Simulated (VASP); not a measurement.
Runs of VASP 6.6.1 on KF (Carobbiite). The structure is cubic, space group Fm-3m (No. 225). The conventional cell has a = 5.310 Å, b = 5.310 Å, c = 5.310 Å, α = 90.00°, β = 90.00°, γ = 90.00°. K (site symmetry m-3m) is surrounded by 6 F at 2.65 Å. F (site symmetry m-3m) is surrounded by 6 K at 2.65 Å. 

```csv
task,level,potentials or basis,cell,cutoff (eV),gap on the mesh (eV),pressure (GPa)
band structure,r2SCAN,"VASP PAW PBE potentials, release 64 (K_sv, F)","Fm-3m, 18.71 Å³/atom",520,6.93,0.1
relaxation of cell and atoms,PBEsol,"VASP PAW PBE potentials, release 64 (K_sv, F)",relaxed,600,6.12,-0.1
band structure,LDA,"VASP PAW LDA potentials, release 64 (K_sv, F)","Fm-3m, 18.71 Å³/atom",520,(a),-2.9
band structure,TB-mBJ,"VASP PAW PBE potentials, release 64 (K_sv, F)","Fm-3m, 18.71 Å³/atom",520,(b),-
```

Alike in all rows: no spin polarisation; k mesh 10 × 10 × 10; smearing gaussian 0.03 eV.

Problem. Fill in the values left out.

Solution. (a) 5.89; (b) 10.30.

Caveats: the PAW data sets were made with another functional, which shifts forces and pressure a little (some runs).

A k mesh can miss the band edges.

Runs at the PBE level aren't shown here.
